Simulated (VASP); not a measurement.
Input of a VASP 6.6.1 run:

POSCAR

```
KI
1.0
    0.0000000000      3.5445661619      3.5445661619
    3.5445661619      0.0000000000      3.5445661619
    3.5445661619      3.5445661619      0.0000000000
K I
1 1
Direct
    0.0000000000      0.0000000000      0.0000000000
    0.5000000000      0.5000000000      0.5000000000
```

INCAR.step1

```
  ALGO = Normal
  EDIFF = 1E-5
  ENCUT = 520
  GGA = PE
  ISIF = 2
  ISMEAR = 0
  LASPH = True
  LCHARG = False
  LREAL = False
  LWAVE = True
  NBANDS = 15
  NELM = 100
  PREC = Accurate
  SIGMA = 0.01
```

Contents of INCAR.step2:

```
  ALGO = Normal
  EDIFF = 1E-6
  ENCUT = 520
  GGA = PE
  HFSCREEN = 0.2079
  ISIF = 2
  ISMEAR = 0
  ISTART = 1
  LASPH = True
  LCHARG = False
  LHFCALC = True
  LREAL = False
  LWAVE = False
  NBANDS = 15
  NELM = 100
  PREC = Accurate
  PRECFOCK = Normal
  SIGMA = 0.01
```

File KPOINTS:

```
k-points
0
Gamma
  4 4 4
```

Potentials or basis: VASP PAW PBE potentials, release 64 (K_sv, I).

Command:

```sh
$ cat potpaw_PBE.64/K_sv/POTCAR potpaw_PBE.64/I/POTCAR > POTCAR
$ cp INCAR.step1 INCAR
$ mpirun -np 1 vasp_std > vasp.out
$ cp INCAR.step2 INCAR
$ mpirun -np 1 vasp_std > vasp.out
```

Q: Predict the pressure.

A: 0.3 GPa.

Q: What does it give for the band gap on the k mesh?

A: 4.93 eV.

Caveat: the PAW data sets were made with another functional, which shifts forces and pressure a little; spin-orbit coupling is left out, which moves the levels of the heavy elements.

**Measured values to compare with.**

From a printed reference work, monograph, for a bulk crystal of KI: band gap 6.32 eV.

Against the measured gap of KI, 6.32 eV (a printed reference work, monograph), the calculated 4.93 eV is off by -1.39 eV. Spin-orbit coupling on I is left out. The value is that of HSE06, without temperature or zero-point motion.
